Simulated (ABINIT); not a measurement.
The system is GaN.

```xyz
2
Lattice="0.0000 2.2535 2.2535 2.2535 0.0000 2.2535 2.2535 2.2535 0.0000" Properties=species:S:1:pos:R:3 pbc="T T T"
Ga    0.0000    0.0000    0.0000
N     1.1268    1.1268    1.1268
```

The cell is a database's computed one.

Base run:

* Program: ABINIT 10.8.3 (patched build)
* Functional: WC
* Potentials or basis: JTH PAW PBE v2.0
* Cutoff: 680 eV
* k mesh: 10 × 10 × 10
* Occupations: fermi-dirac, width 0.05 eV
* Spin: no spin polarisation

Its results: band gap on the k mesh 1.65 eV, direct.

Problem. After a change of settings the same cell gave: band gap on the k mesh 1.72 eV, direct. Which change was it?
A. functional from WC to HCTH407
B. functional from WC to PW91
C. functional from WC to OLYP; potentials or basis from JTH PAW PBE v2.0 to PseudoDojo NC SR PBE v0.4.1 standard; cutoff from 680 eV to 1143 eV

Solution. B.

Not every run made on this cell is shown here.
